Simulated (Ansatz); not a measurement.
**CHF3 (trifluoromethane): methods side by side**

CHF3: 5 atoms, total charge 0, spin state singlet. SMILES: `FC(F)F`. Geometry: relaxed at GFN2-xTB.

```xyz
5

F    -0.6677   -0.3324    1.0751
C     0.0190    0.0546    0.0068
F     1.0424   -0.7749   -0.1574
F    -0.7713   -0.0388   -1.0564
H     0.3776    1.0915    0.1320
```

Each level gives the energy change with the F1–C2 bond stretched from 1.328 to 3.319 Å (eV). The values are calculated.

| level | kind | program | value (eV) | less FCI/STO-3G |
| --- | --- | --- | --- | --- |
| SVWN5/STO-3G (restricted) | LDA | Ansatz | 6.57 | +2.99 |
| BLYP/STO-3G (restricted) | GGA | Ansatz | 5.60 | +2.02 |
| revPBE/STO-3G (restricted) | GGA | Ansatz | 5.60 | +2.02 |
| PBE0/STO-3G (restricted) | global hybrid | Ansatz | 7.27 | +3.69 |
| r2SCAN0/STO-3G (restricted) | hybrid meta-GGA | Ansatz | 7.59 | +4.01 |
| CCSD(T)/STO-3G (restricted) | coupled cluster or CI | Ansatz | 3.32 | -0.26 |
| CCSD/STO-3G (restricted) | coupled cluster or CI | Ansatz | 4.00 | +0.42 |
| FCI/STO-3G | exact in the basis | Ansatz | 3.58 | 0.00 |

FCI/STO-3G is exact within its basis and frozen core, so for wave-function methods in that basis the difference is their error; functionals converge differently with the basis, so for them it is only a difference. The first shape isn't each level's own minimum. The values span 3.32 to 7.59 eV. All rows use very small basis sets, so none should be taken for the real molecule's value.
